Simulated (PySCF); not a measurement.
Structure from NMR data

Molecular formula: C₄H₈. Simulated spectra:

¹H NMR (400 MHz, computed): δ 2.10 (s, 8H).

¹³C{¹H} NMR (computed): δ 21.2 (CH2).

Theoretical values (PySCF 2.14): spin–spin couplings from B3LYP/pcJ-1 (without the spin–dipole term), GFN2-xTB geometry, PBE0/pcSseg-1 with gauge-including orbitals. One averaged value for each set of equivalent atoms, non-relativistic, single conformer, isolated molecule.

δ = σ(ref) − σ, references computed at the same level: ¹H, ¹³C against TMS.

Problem. Choose the structure that fits.
A. C=C(C)C
B. C/C=C\C
C. C=CCC
D. CC1CC1
E. C1CCC1

Solution. E. 

The formula gives 1 degree of unsaturation (1 ring in the answer). 1 carbon signal for 4 carbons: some carbons are equivalent by symmetry or fast rotation. Carbon types of the structure: 4 × CH2, which accounts for all hydrogens. δC 21.2: sp3 CH2 in a ring; a saturated carbon with 2 carbon neighbours and no heteroatom attached. δH 2.10: hydrogen on an sp3 CH2 in a ring.

The others: C/C=C\C would give 2 carbon signals, not 1; CC1CC1 would give 3 carbon signals, not 1; C=C(C)C would give 3 carbon signals, not 1; C=CCC would give 4 carbon signals, not 1.

Shifts are as computed. Against solution values, carbons near 30 ppm lie about +3 ppm off and those near 130 ppm about +5 ppm. Of 1211 compounds with measured shifts, 218 miss one by over three times the rms of a fit or turn the order of signals round; such compounds aren't used in these exercises.
